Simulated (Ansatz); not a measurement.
# Cu2O: excitons and shallow donors from band masses and screening

Level of theory: Ansatz, DFT PBEsol, scalar-relativistic, plane waves, PAW.

Plane waves to 420 eV, a k mesh through Γ of 8×8×8 on the computed 6-atom cell and Gaussian smearing (0.02 eV); no spin polarisation.

Relaxed cell: Pn-3m, a = 4.222 Å, b = 4.222 Å, c = 4.222 Å, α = 90.00°, β = 90.00°, γ = 90.00°, 6 atoms in the primitive cell.

The calculation gives a Kohn–Sham gap of 0.56 eV, an electron mass of 0.951 mₑ and a hole mass of 0.325 mₑ (harmonic means over x, y, z and over the bands degenerate at each edge), and ε∞ = 10.16 (independent particles, mean of the diagonal).

**Question.** Estimate the binding energy and radius of a Wannier–Mott exciton and of a shallow donor, and say whether the hydrogenic model can hold.

**Answer.** The reduced mass is μ = mₙmₕ/(mₙ + mₕ) = 0.242 mₑ, with mₙ and mₕ the band masses. With E_b = 13.606 eV × μ/ε² and a = 0.529 Å × ε/μ (μ in mₑ) the exciton has E_b = 32 meV and a = 22 Å. For a donor μ is the electron mass: 125 meV and 5.7 Å. The exciton's radius is 5 times the shortest lattice vector (4.22 Å), so the continuum picture is reasonable. In a polar crystal the ions screen too, so a state bound more weakly than an optical phonon feels the larger static constant, which lowers the energy and widens the orbit. The other way, the small Kohn–Sham gap and the missing local fields make ε∞ too large and the masses tend to be too light, which underbinds.